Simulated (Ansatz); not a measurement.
Crystal: ZnS.

```
Zn S
1.0
     0.00000    2.70200    2.70200
     2.70200    0.00000    2.70200
     2.70200    2.70200    0.00000
Zn S
1 1
Direct
  0.75000 0.75000 0.75000
  0.00000 0.00000 0.00000
```

```yaml
Program: Ansatz 0.2.0
Task: relaxation of cell and atoms
Functional: LDA
Potentials_or_basis: Ansatz PAW
Cutoff: "420 eV (not typed: the program's choice for these potentials)"
k_mesh: 9 × 9 × 9
Occupations: fermi-dirac, width 0.05 eV
Spin: no spin polarisation
```

At the start: volume 19.73 Å³/atom.

Q: How do energy, volume and symmetry change on relaxing?

A: It ends after 5 steps and the volume is 18.58 Å³/atom (-5.8 %); space group F-43m (No. 216, to 0.05 Å).

The path:
```csv
step,energy change (eV),largest force (eV/Å),volume (Å³)
1,0.0000,0.0000,39.45
2,-0.0290,0.0000,38.08
3,-0.0352,0.0000,37.05
4,-0.0353,0.0000,37.15
5,-0.0346,0.0000,37.15
```

Final structure:
```
CELL_PARAMETERS angstrom
0.00000 2.64847 2.64847
2.64847 0.00000 2.64847
2.64847 2.64847 0.00000
ATOMIC_POSITIONS crystal
Zn 0.75000 0.75000 0.75000
S 0.00000 0.00000 0.00000
```

Caveat: the plane-wave basis is chosen anew once the cell has moved, so the energies of steps on either side of that aren't comparable; the PAW data sets come from PBE, with cores solved anew for the run's functional, which leaves a small shift of forces and pressure.
